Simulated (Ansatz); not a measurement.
Space group Fm-3m (No. 225). a = 4.104 Å, b = 4.104 Å, c = 4.104 Å, α = 90.00°, β = 90.00°, γ = 90.00°
```csv
atom,site,symmetry,x,y,z
Ag,4a,m-3m,0.0000,0.0000,0.0000
```

Equation of state of this Ag structure (not necessarily the ground state), with shape and atoms relaxed at each volume where symmetry leaves them free. It has no gap at any of these volumes. Computed with DFT r2SCAN, scalar-relativistic, plane waves, PAW in Ansatz.

Cutoff 500 eV; k points 18×18×18 on the computed 1-atom cell (Γ-centred); Gaussian smearing, width 0.10 eV; no spin polarisation.

| V (Å³/atom) | E − E(largest V) (meV/atom) | P (GPa) |
| --- | --- | --- |
| 16.246 | 5.11 | 7.66 |
| 16.765 | -12.59 | 3.42 |
| 17.283 | -17.85 | -0.03 |
| 17.802 | -13.01 | -2.83 |
| 18.320 | 0.00 | -5.11 |

Problem. Fit a third-order Birch–Murnaghan equation to E(V).

Solution. V0 = 17.28 Å³/atom, B0 = 104 GPa, B0' = 6.0.